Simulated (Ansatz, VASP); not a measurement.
Al2Au: VASP beside Ansatz

```
CELL_PARAMETERS angstrom
0.00000 2.92304 2.92304
2.92304 0.00000 2.92304
2.92304 2.92304 0.00000
ATOMIC_POSITIONS crystal
Al 0.25000 0.25000 0.25000
Al 0.75000 0.75000 0.75000
Au 0.00000 0.00000 0.00000
```

Alike in both runs: task single point; functional r2SCAN; dispersion D3(BJ); k mesh 7 × 7 × 7; occupations fermi-dirac, width 0.2 eV; no spin polarisation.

|  | VASP | Ansatz |
| --- | --- | --- |
| version | VASP 6.6.1 | Ansatz 0.2.0 |
| potentials or method | VASP PAW PBE potentials, release 64 (Al, Au) | plane waves, norm-conserving potentials |
| plane-wave cutoff (eV) | 520 | 1034 |
| valence electrons in the cell | 17 | 25 |

|  | VASP | Ansatz | Ansatz less VASP |
| --- | --- | --- | --- |
| dispersion energy (meV/atom) | -205.2 | -205.4 | -0.12 |

The two sets of potentials don't hold the same shells in valence. Ansatz warned: «dispersion_damping_borrowed».

 Spin-orbit coupling is left out, which matters for the levels of Au.
